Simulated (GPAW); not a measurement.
The system is LiCl.

```
Cl Li
1.0
     0.00000    2.56477    2.56477
     2.56477    0.00000    2.56477
     2.56477    2.56477    0.00000
Cl Li
1 1
Cartesian
  2.5648 2.5648 2.5648
  0.0000 0.0000 0.0000
```

| Item | Value |
| --- | --- |
| Program | GPAW 26.7.0 |
| Task | relaxation of cell and atoms |
| Functional | PBEsol |
| Dispersion | D3 |
| Potentials or basis | PAW data sets generated in the run's folder for this functional |
| Cutoff | 800 eV |
| Basis | pw |
| k mesh | 9 × 9 × 9 |
| Occupations | fermi-dirac, width 0.05 eV |
| Spin | no spin polarisation |

At the start: pressure -2.2 GPa; volume 16.87 Å³/atom.

Problem. How do energy, volume and symmetry change on relaxing?

Solution. Over 3 steps the energy falls by 7.6 meV/atom and the volume is 15.70 Å³/atom (-7.0 %); space group Fm-3m (No. 225, to 0.05 Å).

Step by step:
```
step  energy change (eV)  largest force (eV/Å)  pressure (GPa)  volume (Å³)
   1              0.0000                0.0000           -2.17        33.74
   2             -0.0021                0.0000           -2.04        33.58
   3             -0.0152                0.0000            0.20        31.39
```

Final structure:
```
CELL_PARAMETERS angstrom
0.00000 2.50385 2.50385
2.50385 0.00000 2.50385
2.50385 2.50385 0.00000
ATOMIC_POSITIONS crystal
Cl 0.50000 0.50000 0.50000
Li 0.00000 0.00000 0.00000
```

Caveat: later steps reuse the first step's grids.
